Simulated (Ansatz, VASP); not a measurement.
# GaSb: VASP beside Ansatz, part 2 of 2

One calculation is typed for both programs; each brings its own data sets. How far apart do they land? The cell is taken from a series of runs on this material, whose earlier steps may have relaxed, scaled, displaced or heated it; both programs get it as it stands.

VASP 6.6.1 and Ansatz 0.2.0.

So far: The structure; VASP: zone-centre phonons, LDA.

**3. Ansatz: zone-centre phonons, LDA**

Level of this step: Ansatz beside VASP: Kohn-Sham DFT, plane waves, LDA (Ansatz).

Ansatz runs on its PAW soft_1 files.

The same cell, functional (in two slightly different forms), mesh and smearing now go to Ansatz, which takes its cutoff from its data sets.

Input file input.yaml:

```yaml
crystal:
  lattice:
    - [0.0619688134, 3.0833719685, 2.9688961591]
    - [3.0833719685, 0.0619688134, 2.9688961591]
    - [3.1453407819, 3.1453407819, 0.0]
  atoms:
    - { symbol: Ga, position: [-0.0030220605, -0.0030220605, 0.0030220605] }
    - { symbol: Sb, position: [0.7530220605, 0.7530220605, 0.7469779395] }
kpoints:
  mp_grid: { grid: [12, 12, 12] }
hamiltonian:
  xc: lda
  pseudopotentials: { kind: paw, azcp: { folder: soft_1 }, xc_functional: pbe }
scf:
  occupations: { method: methfessel_paxton, width: 0.2 }
output:
  eigenvalues: true
phonons:
  method: dfpt
```

On the command line:

```sh
$ ansatz run input.yaml --threads 4 --pin off --max-ram 10240MiB --backend cpu --events-out ev --progress --plain --runs-dir out
```

Numbers of over 12 decimals in the logs are rounded to 6 here.

Log:

```text
zone centre: on kpoints.mp_grid the ground state, and the responses unless they are solved on pairs of k-points, stand on 476 of the mesh's 1728 k-points, reduced under 2 symmetry operations, with k and −k counted as one. Each operation leaves every solved displacement unchanged or reverses it
Engine: ansatz 0.2.0, x86_64-unknown-linux-gnu
Pseudopotentials: kind: paw
Pseudopotential: Ga, paw, valence charge 13, recommended cutoff 420 eV (normal), soft_1/Ga.paw.azcp
Pseudopotential: Sb, paw, valence charge 15, recommended cutoff 420 eV (normal), soft_1/Sb.paw.azcp
Functional definition: SPW92
  exchange = slater_x
  correlation = pw_c
Crystal: 2 atoms, lattice volume = 56.429 Å³
Basis set: ecut = 420 eV, 1109 PW (Γ), exchange–correlation on 60×60×60 points (8 copies of the dense FFT grid, shifted against one another)
Bands: 18, of which v1, the nominal top of the filled ones, is band 14 counted from 1 (13 counted from 0)
Symmetry: 4 space group operations
k-points: 476 of 1728 (irreducible under 2 space group operations, time reversal used)
Non-local potential: Ga, projectors of the file, l = 0: 2, l = 1: 2, l = 2: 3, l = 3: 1
Non-local potential: Sb, projectors of the file, l = 0: 2, l = 1: 2, l = 2: 2, l = 3: 1
PAW form: soft (Blöchl's): semilocal exchange-correlation on the pseudo side does not see the compensation charge
PAW frozen core: Ga, regenerated for the run's functional, and the local potential with it (the file was generated under x = pbe(κ = 0.804, μ = 0.219515), c = pbe(β = 0.066725))
PAW frozen core: Sb, regenerated for the run's functional, and the local potential with it (the file was generated under x = pbe(κ = 0.804, μ = 0.219515), c = pbe(β = 0.066725))
PAW one-centre angular grid: Ga, 590 points (default); XC on 64 Gauss nodes
PAW one-centre angular grid: Sb, 590 points (default); XC on 64 Gauss nodes
Initial density: superposition of atomic densities (chi_scale 0.1, normalization cell, long waves kept (reshape's long-wave potential 0.00 eV rms))
Initial wavefunctions: pseudopotential atomic-orbital guess
Functional: x = slater, c = lda
SCF iter   1: F=—  HF=-10043.228222 eV  |F-HF|=—  |Δ(HF+E_count)|=         —  Δρ=3.08e-2  dr2=4.46e-1  ethr=3.10e-3  ⟨swp⟩=5.5  Hψ=43665  notcnv=0
preconditioner: auto → Kerker (q_TF=auto, 2.428 Å⁻¹)  [metal: Δε(μ)=0.113 eV  Ē_g=14.868 eV  σ=0.200 eV  W_gap=0.44  n_scr=14 (ndim 8)  ℏωp=21.0 eV  f_vac=0.005  D(μ)=0.05/eV (n_scr^D=0)]
SCF iter   2: F=—  HF=-10043.161067 eV  |F-HF|=—  |Δ(HF+E_count)|=   6.72e-2  S|Δr|=    0.00e0  Δρ=1.95e-2  dr2=2.08e-1  ethr=1.59e-3  ⟨swp⟩=1.0  Hψ=12400  notcnv=0
SCF iter   3: F=—  HF=-10043.102066 eV  |F-HF|=—  |Δ(HF+E_count)|=   5.90e-2  S|Δr|=    0.00e0  Δρ=3.50e-3  dr2=1.54e-2  ethr=7.43e-4  ⟨swp⟩=2.3  Hψ=10323  notcnv=0
SCF iter   4: F=—  HF=-10043.100331 eV  |F-HF|=—  |Δ(HF+E_count)|=   1.73e-3  S|Δr|=    0.00e0  Δρ=1.69e-3  dr2=3.63e-3  ethr=5.50e-5  ⟨swp⟩=2.0  Hψ=11569  notcnv=0
SCF iter   5: F=—  HF=-10043.100970 eV  |F-HF|=—  |Δ(HF+E_count)|=   6.39e-4  S|Δr|=    0.00e0  Δρ=1.69e-3  dr2=1.13e-3  ethr=1.30e-5  ⟨swp⟩=2.0  Hψ=12854  notcnv=0
SCF iter   6: F=—  HF=-10043.099758 eV  |F-HF|=—  |Δ(HF+E_count)|=   1.21e-3  S|Δr|=    0.00e0  Δρ=3.06e-4  dr2=3.24e-5  ethr=4.03e-6  ⟨swp⟩=2.0  Hψ=12807  notcnv=0
SCF iter   7: F=—  HF=-10043.099826 eV  |F-HF|=—  |Δ(HF+E_count)|=   6.79e-5  S|Δr|=    0.00e0  Δρ=1.03e-4  dr2=4.42e-6  ethr=1.16e-7  ⟨swp⟩=2.0  Hψ=12857  notcnv=0
SCF iter   8: F=—  HF=-10043.099827 eV  |F-HF|=—  |Δ(HF+E_count)|=   9.02e-7  S|Δr|=    0.00e0  Δρ=1.91e-5  dr2=1.30e-7  ethr=1.58e-8  ⟨swp⟩=2.9  Hψ=13375  notcnv=0
SCF iter   9: F=—  HF=-10043.099827 eV  |F-HF|=—  |Δ(HF+E_count)|=   3.17e-8  S|Δr|=    0.00e0  Δρ=6.21e-6  dr2=3.32e-8  ethr=4.63e-10  ⟨swp⟩=2.0  Hψ=12286  notcnv=0
SCF iter  10: F=—  HF=-10043.099827 eV  |F-HF|=—  |Δ(HF+E_count)|=   1.47e-8  S|Δr|=    0.00e0  Δρ=1.70e-6  dr2=3.49e-9  ethr=1.19e-10  ⟨swp⟩=2.3  Hψ=11685  notcnv=0
SCF iter  11: F=—  HF=-10043.099827 eV  |F-HF|=—  |Δ(HF+E_count)|=  3.60e-10  S|Δr|=    0.00e0  Δρ=6.08e-7  dr2=3.51e-10  ethr=1.25e-11  ⟨swp⟩=2.8  Hψ=14359  notcnv=0
SCF iter  12: F=—  HF=-10043.099827 eV  |F-HF|=—  |Δ(HF+E_count)|=  7.28e-11  S|Δr|=    0.00e0  Δρ=2.02e-7  dr2=3.34e-11  ethr=1.25e-12  ⟨swp⟩=2.2  Hψ=14880  notcnv=0
SCF iter  13: F=-10043.099827 eV  HF=-10043.099827 eV  |F-HF|=3.64e-12  |Δ(HF+E_count)|=  1.82e-12  S|Δr|=    0.00e0  Δρ=6.07e-8  dr2=2.34e-12  ethr=1.00e-12  ⟨swp⟩=6.0  Hψ=39025  notcnv=0
SCF 1 converged in 13 iterations: F = -10043.099827 eV  dr2 = 2.34e-12
  greatest PAW one-centre occupation: 0.996 electrons in one spin orbital (limit 2), on the Sb atom at site 1 (counted from 0), in its partial waves of l = 2
DFPT response loops at Γ: preconditioner auto → Kerker (q_TF=auto, 2.428 Å⁻¹) (partly filled bands, converged f_vac=0.072); β = 1.00, the filter's whole step (`scf.mixing.beta` (0.50) is not read by the response loops under this deck's `scf.mixing.preconditioner`; to damp them name `kerker` or `kerker_dos`, under which they read `scf.mixing.beta`, and type it under 1.00, their step now; both keys bind the ground state too); Broyden in place of MSR1
SCF converged after 13 iterations
Stability not checked: this state was not tested for a lower state beside it, because cold or Methfessel-Paxton smearing, or corrected tetrahedra, fill the levels in a way that the test cannot read (fill_not_monotonic; see scf.lower_state_search)
Free energy (F): -10043.099827 eV
Harris-Foulkes:  -10043.099827 eV  (|F-HF|=3.64e-12)
Internal energy: -10043.099982 eV  (E = F + TS)
E sigma→0 (E₀):  -10043.099865 eV
Entropy (-TS):   0.000155 eV (0.078 meV/atom)
Fermi energy:    7.748839 eV
Step filling:    the computed levels leave a gap of 0.0201 eV = 0.1 smearing widths at the electron count; against every level under it full and every level over it empty, smearing changes F+E_penalty+E_count by +0.113 meV and its σ→0 estimate by +0.074 meV
--- Per-component energies (eV) ---
  E_band       = -262.806224
  E_kinetic    = 277.229862
  E_local      = -3367.270524  (includes V_loc(G=0)·N_el)
  E_nonlocal   = 302.737118
  E_hartree    = 1721.180446
  E_xc         = -161.324790
  E_vxc        = -147.352865  (∫ρ·V_xc dr)
  E_paw        = -6311.233849  (= ΣΔE_a)
  E_vpaw       = -770.510618  (= ΣTr[D̂ρ^β])
  E_aug_tail   = -0.000086  (compensation charges beyond the density's cutoff)
  E_ewald      = -2506.705452
  E_core_change = 2.287292  (= ΣΔE_core)
  E_smearing   = 0.000155  (= −TS)
  E_closure    = 0.000000  (closes the sum)
  Σ components = -10043.099827   (vs F -10043.099827, Δ=0.00e0)
--- Band table (eV; the first three rows and the last of 476) ---
  k-point 0: bands = [... 10 lower, -3.9455, 7.4826, 7.5285, 7.7644, 7.8534, 10.3488, 10.4343, 10.6743]
  k-point 1: bands = [... 10 lower, -3.8754, 6.2108, 7.6002, 7.6352, 8.5461, 10.4775, 10.7139, 10.8327]
  k-point 2: bands = [... 10 lower, -3.6694, 4.8127, 7.3405, 7.3542, 8.7376, 10.8270, 11.1667, 11.6408]
  k-point 475: bands = [... 10 lower, -1.3818, 0.9049, 4.7270, 5.1362, 8.1834, 8.8452, 16.3213, 16.5632]
--- Phonons (Γ-DFPT): 4 representative perturbations + reference, on 476 of 1728 k-points (Σ response iterations 12) ---
  k mesh reduced under 2 symmetry operations, with k and −k counted as one. Each operation leaves every solved displacement unchanged or reverses it
  ASR residual: 3.287e-5 → 0.000e0 eV/Å²; symmetrization residual: 9.621e-6 eV/Å²
  ASR residual per site (eV/Å²): 3.29e-5 6.89e-6
  Γ frequencies (cm⁻¹): 0.00 0.00 0.00 212.30 216.27 220.36
  non-analytic LO–TO correction: not included (Born effective charges unavailable; polar crystals: no LO–TO splitting at Γ)
```

**4. Differences**

Known differences besides the potentials themselves: the two LDA forms differ slightly; the data sets hold 28 valence electrons in Ansatz (on its PAW soft_1 files) and 18 in VASP; the cutoff is 420 eV in Ansatz and 500 eV in VASP; VASP's log shows a relativistic correction to its local exchange, Ansatz's none. Total energies have different zeros and are not compared.

Both answers:

```tsv
quantity	Ansatz	VASP	difference
optical mode 1 (cm⁻¹)	212.3	214.5	-1.01 %
optical mode 2 (cm⁻¹)	216.3	218.2	-0.87 %
optical mode 3 (cm⁻¹)	220.4	222.8	-1.08 %
```

Modes are paired by rising frequency, not by their patterns, so a pair may set unlike modes beside each other; they are those without the splitting of longitudinal modes.

**5. Results**

```json
{
  "r.m.s. difference of the optical zone-centre modes, each program's sorted by frequency (zone-centre phonons, LDA)": "2.2 cm⁻¹",
  "difference in optical mode 3 (zone-centre phonons, LDA)": "-1.1 %"
}
```

What this shows: The r.m.s. difference of the optical zone-centre modes, each program's sorted by frequency is 2.2 cm⁻¹ (zone-centre phonons, LDA). The data sets hold unlike numbers of valence electrons (28 in Ansatz and 18 in VASP), so part of the differences comes from the potentials. Among the rows given in per cent, the largest difference of the zone-centre phonons, LDA pair is in optical mode 3, -1.1 %. How closely two codes agree says nothing of how well the functional describes the real material.

[Lines on the potential files, build, host, timing and source positions are cut from VASP's logs without a mark.]

[Logs are printed without paths, hosts, clocks, repeated set-up lines and the standing remarks that a program may print on its own settings, such as how far it seeks lower states.]

[Hosts, paths, dates, database ids (printed as entryN), source tags and the programs' standing remarks are cut or masked in the printed files.]
